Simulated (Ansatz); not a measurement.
# Transmission past a defect: Rh wire along [110], 4 atoms a period, O placed on top of one Rh, part 3 of 4

Aim: how much does this defect scatter, and at which energies?

Ansatz 0.2.0; DFT PBE, plane waves, PAW; relaxation of a wire's period (the session's first sound run).

So far. Step 2 (Relaxation of atoms and period): The cell's length comes to 2.515 Å with an absolute moment of 1.72 μB a cell. Step 3 (The perfect wire): At the computed energy nearest the Fermi level there are 5 spin-up and 9 spin-down channels, and the thermal average gives 6.44 G₀.

**4. Relaxing the junction**

This step: DFT PBE, plane waves, PAW; relaxation of a junction in a wire, ends held (Ansatz 0.2.0).

System of this step: Rh wire along [110], 4 atoms a period, O placed on top of one Rh. The cell holds 37 atoms: 36 Rh and 1 O. Its edges and angles: a = 8.715 Å, b = 10.862 Å, c = 22.633 Å, α = 90.0°, β = 90.0°, γ = 90.0°. Regions: held atoms, 24 atoms (24 Rh); free atoms, 13 atoms (12 Rh and 1 O). Vacuum lies along a and b. The structure's axis is c.

13 atoms at the defect are free to relax, while 24 stay where the perfect wire has them, so that the ends still repeat as a lead. The cutoff is set under the files' recommended one to save time.

The input, input.yaml:

```yaml
crystal:
  lattice:
    - [8.715, 0.0, 0.0]
    - [0.0, 10.862, 0.0]
    - [0.0, 0.0, 22.6331580803]
  atoms:
    - { symbol: Rh, position: [0.407171458, 0.421838938, 0.0], spin: 0.37 }
    - { symbol: Rh, position: [0.661323502, 0.356016296, 0.055555556], spin: 0.38 }
    - { symbol: Rh, position: [0.592828542, 0.578191301, 0.055555556], spin: 0.37 }
    - { symbol: Rh, position: [0.338676498, 0.644013943, 0.0], spin: 0.38 }
    - { symbol: Rh, position: [0.407171458, 0.421838938, 0.111111111], spin: 0.37 }
    - { symbol: Rh, position: [0.661323502, 0.356016296, 0.166666667], spin: 0.38 }
    - { symbol: Rh, position: [0.592828542, 0.578191301, 0.166666667], spin: 0.37 }
    - { symbol: Rh, position: [0.338676498, 0.644013943, 0.111111111], spin: 0.38 }
    - { symbol: Rh, position: [0.407171458, 0.421838938, 0.222222222], spin: 0.37 }
    - { symbol: Rh, position: [0.661323502, 0.356016296, 0.277777778], spin: 0.38 }
    - { symbol: Rh, position: [0.592828542, 0.578191301, 0.277777778], spin: 0.37 }
    - { symbol: Rh, position: [0.338676498, 0.644013943, 0.222222222], spin: 0.38 }
    - { symbol: Rh, position: [0.407171458, 0.421838938, 0.333333333], spin: 0.37 }
    - { symbol: Rh, position: [0.661323502, 0.356016296, 0.388888889], spin: 0.38 }
    - { symbol: Rh, position: [0.592828542, 0.578191301, 0.388888889], spin: 0.37 }
    - { symbol: Rh, position: [0.338676498, 0.644013943, 0.333333333], spin: 0.38 }
    - { symbol: Rh, position: [0.407171458, 0.421838938, 0.444444444], spin: 0.37 }
    - { symbol: Rh, position: [0.661323502, 0.356016296, 0.5], spin: 0.38 }
    - { symbol: Rh, position: [0.592828542, 0.578191301, 0.5], spin: 0.37 }
    - { symbol: Rh, position: [0.338676498, 0.644013943, 0.444444444], spin: 0.38 }
    - { symbol: Rh, position: [0.407171458, 0.421838938, 0.555555556], spin: 0.37 }
    - { symbol: Rh, position: [0.661323502, 0.356016296, 0.611111111], spin: 0.38 }
    - { symbol: Rh, position: [0.592828542, 0.578191301, 0.611111111], spin: 0.37 }
    - { symbol: Rh, position: [0.338676498, 0.644013943, 0.555555556], spin: 0.38 }
    - { symbol: Rh, position: [0.407171458, 0.421838938, 0.666666667], spin: 0.37 }
    - { symbol: Rh, position: [0.661323502, 0.356016296, 0.722222222], spin: 0.38 }
    - { symbol: Rh, position: [0.592828542, 0.578191301, 0.722222222], spin: 0.37 }
    - { symbol: Rh, position: [0.338676498, 0.644013943, 0.666666667], spin: 0.38 }
    - { symbol: Rh, position: [0.407171458, 0.421838938, 0.777777778], spin: 0.37 }
    - { symbol: Rh, position: [0.661323502, 0.356016296, 0.833333333], spin: 0.38 }
    - { symbol: Rh, position: [0.592828542, 0.578191301, 0.833333333], spin: 0.37 }
    - { symbol: Rh, position: [0.338676498, 0.644013943, 0.777777778], spin: 0.38 }
    - { symbol: Rh, position: [0.407171458, 0.421838938, 0.888888889], spin: 0.37 }
    - { symbol: Rh, position: [0.661323502, 0.356016296, 0.944444444], spin: 0.38 }
    - { symbol: Rh, position: [0.592828542, 0.578191301, 0.944444444], spin: 0.37 }
    - { symbol: Rh, position: [0.338676498, 0.644013943, 0.888888889], spin: 0.38 }
    - { symbol: O, position: [0.787685177, 0.688767873, 0.5], spin: 0.4 }
magnetization:
  spin_polarized: true
kpoints:
  mp_grid: { grid: [1, 1, 2] }
scf:
  occupations: { method: fermi_dirac, width: 0.1 }
hamiltonian:
  xc: pbe
relax:
  constraints:
    - { sites: [0, 1, 2, 3, 4, 5, 6, 7, 8, 9, 10, 11, 24, 25, 26, 27, 28, 29, 30, 31, 32, 33, 34, 35] }
  f_tol: 0.06
  max_steps: 35
basis:
  ecutwfc: "350 eV"
```

Run with:

```bash
$ ansatz run input.yaml --threads 4 --pin off --max-ram 16384MiB --backend cpu --events-out ev --progress --plain --runs-dir out
```

Numbers of over 12 decimals in the logs are rounded to 6 here.

What it wrote:

```text
[...]
Warning: crystal.symmetry: narrowed to the stabiliser of the relax constraints — unitary ops 2 → 1; lowered at sites 12, 15, 24, 27 (the operations that carried what is held of a site onto what its image site leaves free; the constrained walk keeps no symmetry that its constraints do not admit)
[...]
Crystal: 37 atoms, lattice volume = 2142.507 Å³
Basis set: ecut = 350 eV, 31903 PW (Γ), exchange–correlation on 108×144×288 points (8 copies of the dense FFT grid, shifted against one another)
Bands: 380, of which v1, the nominal top of the filled ones, is band 309 counted from 1 (308 counted from 0)
Symmetry: 1 space group operations
k-points: 2
[...]
Starting moments: Σ|m| = 13.9 μB on 37 of 37 sites
[...]
SCF iter   1: F=—  HF=-231025.718470 eV  |F-HF|=—  |Δ(HF+E_count)|=         —  Δρ=2.13e-2 (↑2.13e-2 ↓2.13e-2)  dr2=5.65e1  dr2_m=3.91e-1  M=13.143 μB ∫|m|=13.180 μB  β_m=0.30  ethr=3.10e-3  ⟨swp⟩=7.0  Hψ=5992  notcnv=0  defer=32
[...]
SCF iter  11: F=-231008.027543 eV  HF=-231008.027567 eV  |F-HF|=2.35e-5  |Δ(HF+E_count)|=   3.94e-5  Δρ=2.15e-5 (↑1.49e-5 ↓2.15e-5)  dr2=2.91e-5  dr2_m=2.14e-6  M=16.693 μB ∫|m|=17.084 μB  ethr=1.46e-8  ⟨swp⟩=3.0  Hψ=4733  notcnv=0
SCF 1 converged in 11 iterations: F = -231008.027543 eV  dr2 = 2.91e-5
[...]
relax step   1: F+E_penalty+E_count = -231008.02754340 eV  Δ(F+E_penalty+E_count) = +0.000e0 eV  max|allowed force component| = 3.391e0 eV/Å  Δτ_max = 0.0000 Å  (11 SCF iters, dr2 threshold 9.00e-5 eV, accepted)
[...]
SCF iter   6: F=-231008.849248 eV  HF=-231008.849280 eV  |F-HF|=3.17e-5  |Δ(HF+E_count)|=   9.17e-6  Δρ=2.66e-5 (↑2.02e-5 ↓2.66e-5)  dr2=4.06e-5  dr2_m=7.64e-6  M=15.954 μB ∫|m|=16.329 μB  ethr=1.62e-8  ⟨swp⟩=2.0  Hψ=5045  notcnv=0
SCF 2 converged in 6 iterations: F = -231008.849248 eV  dr2 = 4.06e-5
relax step   2: F+E_penalty+E_count = -231008.84924826 eV  Δ(F+E_penalty+E_count) = -8.217e-1 eV  max|allowed force component| = 1.806e0 eV/Å  Δτ_max = 0.1968 Å  (6 SCF iters, dr2 threshold 1.00e-4 eV, accepted)
SCF iter   1: F=—  HF=-231008.995753 eV  |F-HF|=—  |Δ(HF+E_count)|=         —  Δρ=5.37e-3 (↑5.03e-3 ↓5.37e-3)  dr2=6.78e-1  dr2_m=1.69e-1  M=15.323 μB ∫|m|=15.701 μB  β_m=0.30  ethr=2.18e-3  ⟨swp⟩=4.0  Hψ=4363  notcnv=0  defer=44
[...]
SCF iter   7: F=-231009.014920 eV  HF=-231009.014971 eV  |F-HF|=5.17e-5  |Δ(HF+E_count)|=   8.16e-6  Δρ=2.23e-5 (↑1.66e-5 ↓2.23e-5)  dr2=5.77e-5  dr2_m=4.19e-6  M=15.516 μB ∫|m|=15.872 μB  ethr=1.62e-8  ⟨swp⟩=2.8  Hψ=5242  notcnv=0
SCF 3 converged in 7 iterations: F = -231009.014920 eV  dr2 = 5.77e-5
relax step   3: F+E_penalty+E_count = -231009.01491953 eV  Δ(F+E_penalty+E_count) = -1.657e-1 eV  max|allowed force component| = 1.295e0 eV/Å  Δτ_max = 0.2000 Å  (7 SCF iters, dr2 threshold 1.00e-4 eV, accepted)
[... from here on, the SCF cycles and remarks between the steps are left out ...]
relax step   4: F+E_penalty+E_count = -231009.12594921 eV  Δ(F+E_penalty+E_count) = -1.110e-1 eV  max|allowed force component| = 1.278e0 eV/Å  Δτ_max = 0.1903 Å  (8 SCF iters, dr2 threshold 1.00e-4 eV, accepted)
relax step   5: F+E_penalty+E_count = -231009.30808390 eV  Δ(F+E_penalty+E_count) = -1.821e-1 eV  max|allowed force component| = 3.870e-1 eV/Å  Δτ_max = 0.1950 Å  (8 SCF iters, dr2 threshold 1.00e-4 eV, accepted)
relax step   6: F+E_penalty+E_count = -231009.48875882 eV  Δ(F+E_penalty+E_count) = -1.807e-1 eV  max|allowed force component| = 4.665e-1 eV/Å  Δτ_max = 0.1932 Å  (9 SCF iters, dr2 threshold 1.37e-5 eV, accepted)
relax step   7: F+E_penalty+E_count = -231009.61508196 eV  Δ(F+E_penalty+E_count) = -1.263e-1 eV  max|allowed force component| = 3.194e-1 eV/Å  Δτ_max = 0.1956 Å  (10 SCF iters, dr2 threshold 2.00e-5 eV, accepted)
relax step   8: F+E_penalty+E_count = -231009.69358862 eV  Δ(F+E_penalty+E_count) = -7.851e-2 eV  max|allowed force component| = 2.052e-1 eV/Å  Δτ_max = 0.1953 Å  (8 SCF iters, dr2 threshold 4.78e-5 eV, accepted)
relax step   9: F+E_penalty+E_count = -231009.75997373 eV  Δ(F+E_penalty+E_count) = -6.639e-2 eV  max|allowed force component| = 1.817e-1 eV/Å  Δτ_max = 0.1907 Å  (8 SCF iters, dr2 threshold 1.74e-5 eV, accepted)
relax step  10: F+E_penalty+E_count = -231009.81668990 eV  Δ(F+E_penalty+E_count) = -5.672e-2 eV  max|allowed force component| = 1.879e-1 eV/Å  Δτ_max = 0.2000 Å  (8 SCF iters, dr2 threshold 1.36e-5 eV, accepted)
relax step  11: F+E_penalty+E_count = -231009.85542376 eV  Δ(F+E_penalty+E_count) = -3.873e-2 eV  max|allowed force component| = 3.279e-1 eV/Å  Δτ_max = 0.1942 Å  (8 SCF iters, dr2 threshold 2.77e-5 eV, accepted)
relax step  12: F+E_penalty+E_count = -231009.89316588 eV  Δ(F+E_penalty+E_count) = -3.774e-2 eV  max|allowed force component| = 2.374e-1 eV/Å  Δτ_max = 0.2000 Å  (6 SCF iters, dr2 threshold 1.00e-4 eV, accepted)
relax step  13: F+E_penalty+E_count = -231009.91818006 eV  Δ(F+E_penalty+E_count) = -2.501e-2 eV  max|allowed force component| = 1.407e-1 eV/Å  Δτ_max = 0.2000 Å  (8 SCF iters, dr2 threshold 2.95e-5 eV, accepted)
relax step  14: F+E_penalty+E_count = -231009.92669154 eV  Δ(F+E_penalty+E_count) = -8.511e-3 eV  max|allowed force component| = 3.198e-1 eV/Å  Δτ_max = 0.1900 Å  (8 SCF iters, dr2 threshold 6.95e-6 eV, accepted)
relax step  15: F+E_penalty+E_count = -231009.92975382 eV  Δ(F+E_penalty+E_count) = -3.062e-3 eV  max|allowed force component| = 5.533e-2 eV/Å  Δτ_max = 0.1080 Å  (6 SCF iters, dr2 threshold 3.59e-5 eV, accepted)
[...]
SCF iter   7: F=-231009.929766 eV  HF=-231009.929766 eV  |F-HF|=2.53e-8  |Δ(HF+E_count)|=   1.81e-8  Δρ=5.63e-7 (↑5.63e-7 ↓5.52e-7)  dr2=3.13e-8  dr2_m=2.09e-9  M=15.084 μB ∫|m|=15.480 μB  ethr=1.09e-11  ⟨swp⟩=1.8  Hψ=4466  notcnv=0
SCF 16 converged in 7 iterations: F = -231009.929766 eV  dr2 = 3.13e-8
relax step  16: F+E_penalty+E_count = -231009.92976630 eV  Δ(F+E_penalty+E_count) = -1.248e-5 eV  max|allowed force component| = 5.546e-2 eV/Å  Δτ_max = 0.0000 Å  (7 SCF iters, accepted)
SCF converged after 7 iterations
Magnetization: 15.0845 μB (316.5422 up, 301.4578 down)
Absolute magnetization: 15.4760 μB (∫|ρ↑−ρ↓|, with the PAW one-centre terms)
[...]
Per-site moments (μB) at R_I (Å): [(0.356163, 1.025473), (0.369849, 1.025473), (0.371366, 1.025473), (0.397562, 1.025473), (0.325350, 1.025473), (0.333012, 1.025473), (0.300906, 1.025473), (0.376598, 1.025473), (0.338710, 1.025473), (0.480489, 1.025473), (0.439725, 1.025473), (0.357111, 1.025473), (0.457956, 1.022787), (0.652802, 1.040498), (0.553664, 1.040498), (0.289020, 1.022787), (0.340276, 1.013131), (0.281811,  [...]
Free energy (F): -231009.929766 eV
[...]
Internal energy: -231007.175188 eV  (E = F + TS)
E sigma→0 (E₀):  -231008.552477 eV
Entropy (-TS):   -2.754579 eV (-74.448 meV/atom)
Fermi energy:    1.619655 eV
[...]
--- Forces (eV/Å), atoms counted from 1 ---
  atom   1  Rh    -0.03421161    -0.05292914     0.00739264
  atom   2  Rh     0.02746014    -0.02598922    -0.00597653
  atom   3  Rh     0.01975912     0.03333497     0.01896774
  atom   4  Rh    -0.01628624     0.04189766     0.00221873
  atom   5  Rh     0.01776185    -0.01056778     0.05426532
  atom   6  Rh    -0.03967729    -0.04300265     0.08255146
  atom   7  Rh    -0.04700662     0.01972446     0.05492925
  atom   8  Rh    -0.01930892     0.04155376    -0.01642011
  atom   9  Rh     0.06244376    -0.03424444     0.12893920
  atom  10  Rh    -0.09301672     0.15552004     0.21766944
  atom  11  Rh     0.02697048    -0.05635244     0.48968177
  atom  12  Rh     0.02223240    -0.04980148     0.09605225
  atom  13  Rh     0.03579702    -0.02645936    -0.05434284
  atom  14  Rh     0.02139597    -0.05546089    -0.02488648
  atom  15  Rh     0.02964582     0.00456068    -0.01135919
  atom  16  Rh    -0.01942250     0.00376888    -0.02304079
  atom  17  Rh    -0.02620079    -0.00272816    -0.04879702
  atom  18  Rh     0.00022718     0.04047784    -0.00268765
  atom  19  Rh    -0.01545715    -0.01870841     0.01577707
  atom  20  Rh     0.00815119     0.02931608     0.03308801
  atom  21  Rh    -0.03459801    -0.00222188     0.01891713
  atom  22  Rh     0.02653159    -0.04917700     0.00932756
  atom  23  Rh     0.01657996     0.02468916     0.00938317
  atom  24  Rh     0.01292520     0.03032440    -0.00753593
  atom  25  Rh    -0.01012202     0.02869811    -0.12637416
  atom  26  Rh    -0.05758216     0.15480855    -0.18440335
  atom  27  Rh     0.00411222    -0.04371615    -0.49119272
  atom  28  Rh     0.07625403    -0.07012364    -0.00075662
  atom  29  Rh     0.04316919    -0.03661622    -0.00537476
  atom  30  Rh    -0.03115030    -0.04637992    -0.07124999
  atom  31  Rh    -0.04815280     0.02453242    -0.05341973
  atom  32  Rh     0.01100755    -0.03199503    -0.05927035
  atom  33  Rh     0.01487555    -0.01602721    -0.05506293
  atom  34  Rh     0.02720834    -0.02617436     0.00718491
  atom  35  Rh     0.02233108     0.03630382    -0.01416779
  atom  36  Rh    -0.02055308     0.03799029     0.01223417
  atom  37  O     -0.01423586    -0.00880513    -0.00227254
  max |Σ_I F_I| component: 1.42e-4 eV/Å
--- Relaxed structure (16 steps of the walk, 16 accepted, 0 SCFs on fresh bases) ---
  F+E_penalty+E_count = -231009.92976630 eV   max|allowed force component| = 5.546e-2 eV/Å
  atoms:
    - { symbol: Rh, position: [0.407171458, 0.421838938, 0.0] }
    - { symbol: Rh, position: [0.661323502, 0.356016, 0.055555556] }
    - { symbol: Rh, position: [0.592828542, 0.578191301, 0.055555556] }
    - { symbol: Rh, position: [0.338676498, 0.644013943, 0.0] }
    - { symbol: Rh, position: [0.407171458, 0.421838938, 0.111111111] }
    - { symbol: Rh, position: [0.661323502, 0.356016, 0.166666667] }
    - { symbol: Rh, position: [0.592828542, 0.578191301, 0.166666667] }
    - { symbol: Rh, position: [0.338676498, 0.644013943, 0.111111111] }
    - { symbol: Rh, position: [0.407171458, 0.421838938, 0.222222222] }
    - { symbol: Rh, position: [0.661323502, 0.356016, 0.277777778] }
    - { symbol: Rh, position: [0.592828542, 0.578191301, 0.277777778] }
    - { symbol: Rh, position: [0.338676498, 0.644013943, 0.222222222] }
    - { symbol: Rh, position: [0.407877, 0.422350, 0.334576] }
    - { symbol: Rh, position: [0.647806, 0.350274, 0.391344] }
    - { symbol: Rh, position: [0.586232, 0.577109, 0.394117] }
    - { symbol: Rh, position: [0.342226, 0.644455, 0.333762] }
    - { symbol: Rh, position: [0.392811, 0.416695, 0.446199] }
    - { symbol: Rh, position: [0.642015, 0.469970, 0.500469] }
    - { symbol: Rh, position: [0.559675, 0.691941, 0.500232] }
    - { symbol: Rh, position: [0.319413, 0.635426, 0.444414] }
    - { symbol: Rh, position: [0.391854, 0.416993, 0.554715] }
    - { symbol: Rh, position: [0.646381, 0.349820, 0.609042] }
    - { symbol: Rh, position: [0.584682, 0.576921, 0.606519] }
    - { symbol: Rh, position: [0.318515, 0.635688, 0.555830] }
    - { symbol: Rh, position: [0.407171458, 0.421838938, 0.666666667] }
    - { symbol: Rh, position: [0.661323502, 0.356016, 0.722222] }
    - { symbol: Rh, position: [0.592828542, 0.578191301, 0.722222] }
    - { symbol: Rh, position: [0.338676498, 0.644013943, 0.666666667] }
    - { symbol: Rh, position: [0.407171458, 0.421838938, 0.777777778] }
    - { symbol: Rh, position: [0.661323502, 0.356016, 0.833333333] }
    - { symbol: Rh, position: [0.592828542, 0.578191301, 0.833333333] }
    - { symbol: Rh, position: [0.338676498, 0.644013943, 0.777777778] }
    - { symbol: Rh, position: [0.407171458, 0.421838938, 0.888888889] }
    - { symbol: Rh, position: [0.661323502, 0.356016, 0.944444444] }
    - { symbol: Rh, position: [0.592828542, 0.578191301, 0.944444444] }
    - { symbol: Rh, position: [0.338676498, 0.644013943, 0.888888889] }
    - { symbol: O, position: [0.653116, 0.830763, 0.500442] }
```

It took 17 min on 4 threads of Arm Neoverse V2, shared host; peak memory 7.9 GiB.

The steps of the relaxation:

```csv
step,energy less that of the first step (eV),largest force component (eV/Å)
1,0.0000,3.3906
2,-0.8217,1.8061
3,-0.9874,1.2952
4,-1.0984,1.2775
5,-1.2805,0.3870
6,-1.4612,0.4665
7,-1.5875,0.3194
8,-1.6660,0.2052
9,-1.7324,0.1817
10,-1.7891,0.1879
11,-1.8279,0.3279
12,-1.8656,0.2374
13,-1.8906,0.1407
14,-1.8991,0.3198
15,-1.9022,0.0553
16,-1.9022,0.0555
```

The atoms that moved most (Å):

```csv
atom,dx,dy,dz,length
O37,-1.173,1.542,0.010,1.938
Rh19,-0.289,1.236,0.005,1.269
Rh18,-0.168,1.238,0.011,1.249
Rh24,-0.176,-0.090,0.006,0.198
Rh20,-0.168,-0.093,-0.001,0.192
Rh22,-0.130,-0.067,-0.047,0.154
Rh21,-0.133,-0.053,-0.019,0.145
Rh14,-0.118,-0.062,0.056,0.144
```

This step gave:

```yaml
energy_at_zero_smearing: -231008.5525 eV
total_moment: 15.08 μB
absolute_moment: 15.48 μB
```

Site moment by element, in μB:

```csv
element,atoms,mean,spread (r.m.s.),least,largest
Rh,36,0.370,0.115,0.066,0.653
O,1,0.017,0.000,0.017,0.017
```

The atoms farthest from the mean of their element:

```csv
atom,"x, y, z (Å)",site moment (μB)
Rh19,"4.88, 7.52, 11.32",0.066
Rh14,"5.65, 3.80, 8.86",0.653
Rh22,"5.63, 3.80, 13.78",0.635
Rh24,"2.78, 6.90, 12.58",0.169
Rh20,"2.78, 6.90, 10.06",0.171
Rh15,"5.11, 6.27, 8.92",0.554
Rh23,"5.10, 6.27, 13.73",0.539
Rh10,"5.76, 3.87, 6.29",0.480
```

The largest force component on a free atom ends at 0.055 eV/Å, under the limit of 0.06. O ends nearest to Rh at 1.71 Å. 2 atoms of the wire itself, hydrogen apart, moved by over 0.45 Å, up to 1.27 Å.

(Part 3 of 4 ends here.)

[Logs are printed without paths, hosts, clocks, repeated set-up lines and the standing remarks that a program may print on its own settings, such as how far it seeks lower states.]

[Hosts, paths, dates, database ids (printed as entryN), source tags and the programs' standing remarks are cut or masked in the printed files.]
